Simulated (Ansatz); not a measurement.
# Moving the functional in B

The cell as given:

The structure is tetragonal, space group P4/mmm (No. 123). Conventional cell: a = 2.346 Å, b = 2.346 Å, c = 1.586 Å, α = 90.00°, β = 90.00°, γ = 90.00°. Around B (site symmetry 4/mmm) lie 2 B at 1.59 Å.

This isn't the form of B at room conditions, which is rhombohedral.

Kept alike: task relaxation of cell and atoms; k mesh 11 × 11 × 16; occupations fermi-dirac, width 0.05 eV; no spin polarisation. Program: Ansatz, Ansatz PAW. Cutoffs run from 420 to 500 eV. The mesh is that of the run's cell of 1 atom. No spin-orbit coupling.

| functional | volume (Å³/atom) | first edge of the run's cell (Å) | third edge of the run's cell (Å) |
| --- | --- | --- | --- |
| LDA | 8.178 | 2.278 | 1.576 |
| PBE | 8.638 | 2.333 | 1.587 |
| PBEsol | 8.348 | 2.294 | 1.587 |
| RPBE | 8.849 | 2.356 | 1.594 |
| r2SCAN | 8.816 | 2.362 | 1.580 |
| revPBE | 8.797 | 2.350 | 1.592 |

The relaxations keep at least the cell's symmetry (P4/mmm). For a metal such a mesh leaves the last digits unconverged. Relaxations stop with a little pressure left, so the last digits of a volume or edge aren't settled. Runs of this series that gave no sound value for these columns are left out. Ansatz's relaxations hold a Pulay term in the stress (up to 0.3 GPa here). All rows use potentials made for PBE.

Q: What does the functional change here?

A: The volume runs from 8.178 (LDA) to 8.849 Å³/atom (RPBE). From PBE: LDA -0.460; PBEsol -0.290; RPBE +0.211; r2SCAN +0.178; revPBE +0.159. The first edge of the run's cell runs from 2.278 (LDA) to 2.362 Å (r2SCAN). From PBE: LDA -0.055; PBEsol -0.039; RPBE +0.023; r2SCAN +0.029; revPBE +0.017. The third edge of the run's cell runs from 1.576 (LDA) to 1.594 Å (RPBE). From PBE: LDA -0.011; PBEsol +0.000; RPBE +0.007; r2SCAN -0.007; revPBE +0.005.
